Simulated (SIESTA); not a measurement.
Sn under changes of volume

One of the cells (27.749 Å³/atom); the others are scaled copies at fixed shape and fractional positions:

```
CELL_PARAMETERS angstrom
-1.90720 1.90720 1.90720
1.90720 -1.90720 1.90720
1.90720 1.90720 -1.90720
ATOMIC_POSITIONS crystal
Sn 0.00000 0.00000 0.00000
```

This isn't the form of Sn at room conditions, which is tetragonal (white tin).

* Program: SIESTA 5.4.2
* Functional: PBEsol
* Potentials or basis: PseudoDojo 0.4 standard (PBEsol files)
* Basis: DZP (energy shift 0.003 Ry; two zetas on semicore shells)
* Grid cutoff: 500 Ry
* Energy shift: 0.003 Ry
* k mesh: 10 × 10 × 10
* Occupations: fermi-dirac, width 0.05 eV
* Spin: no spin polarisation

```csv
volume (Å³/atom),energy over the lowest point (meV/atom),pressure (GPa)
25.573,5.46,2.1
26.117,0.73,0.8
26.661,0.00,-0.2
27.749,9.24,-2.0
28.293,?,?
28.837,28.35,-3.4
```

Task: What does the run at 28.293 Å³/atom give?

Result: Energy over the lowest point 17.53 meV/atom; pressure -2.8 GPa.

Worked out: A Birch-Murnaghan fit of order 3 (a polynomial in V^(-2/3)) to the other rows has its minimum at 26.46 Å³/atom with B0 = V·E''(V) = 55 GPa (rough, since the energies scatter). It gives 17.76 meV/atom at 28.293 Å³/atom, against the run's 17.53, and -dE/dV = -2.8 GPa, against -2.8.

Energies are extrapolated to zero smearing.

Caveats: the basis of atomic orbitals isn't converged, which shifts pressures, moduli and gaps.
